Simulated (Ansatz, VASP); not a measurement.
**Na: VASP beside Ansatz**

INCAR

```
SYSTEM = Na
ALGO     = Normal         ! electronic algorithm
EDIFF    = 1E-6           ! SCF threshold, eV
ENCUT    = 520            ! plane-wave cutoff, eV
GGA      = PE             ! functional
ISIF     = 2              ! what is computed and relaxed
ISMEAR   = -1             ! smearing method
LASPH    = .True.         ! aspherical terms in the spheres
LCHARG   = .True.         ! write CHGCAR
LELF     = .True.         ! ELF
LREAL    = .False.        ! projectors in reciprocal space
LVHAR    = .True.       
LWAVE    = .False.        ! write WAVECAR
NBANDS   = 10             ! bands
NELM     = 80             ! most SCF steps
PREC     = Accurate       ! precision mode
SIGMA    = 0.05           ! smearing width, eV
```

File KPOINTS:

```
k-points
0
Gamma
  12 12 12
  0 0 0
```

POSCAR

```
Na
1.0
    2.8002972474      0.0000000000      0.0000000000
    0.0000000000      2.8002972474      0.0000000000
    0.0000000000      0.0000000000      2.8002972474
Na
1
Direct
    0.0000000000      0.0000000000      0.0000000000
```

Input for Ansatz:

```yaml
crystal:
  lattice:
    - [2.8002972474, 0.0, 0.0]
    - [0.0, 2.8002972474, 0.0]
    - [0.0, 0.0, 2.8002972474]
  atoms:
    - { symbol: Na, position: [0.0, 0.0, 0.0] }
kpoints:
  mp_grid: { grid: [12, 12, 12] }
scf:
  occupations: { method: fermi_dirac, width: 0.05 }
hamiltonian:
  xc: pbe
  pseudopotentials: { kind: all_electron, lapw: { basis_error: 0.001 } }
output:
  forces: true
  stress: true
  eigenvalues: true
  populations: true
```

Change from the starting cell: volume scaled by 0.55, LAPW.

Alike in both runs: task single point; functional PBE; k mesh 12 × 12 × 12; occupations fermi-dirac, width 0.05 eV; no spin polarisation.

|  | VASP | Ansatz |
| --- | --- | --- |
| version | VASP 6.6.1 | Ansatz 0.2.0 |
| potentials or method | VASP PAW PBE potentials, release 64 (Na_pv) | all-electron LAPW, scalar-relativistic |
| plane-wave cutoff (eV) | 520 | see its input |

|  | VASP | Ansatz | Ansatz less VASP |
| --- | --- | --- | --- |
| pressure (GPa) | 10.9 | 11.0 | +0.13 |

Ansatz ran all-electron here, so the differences hold the error of VASP's frozen core and of both bases.
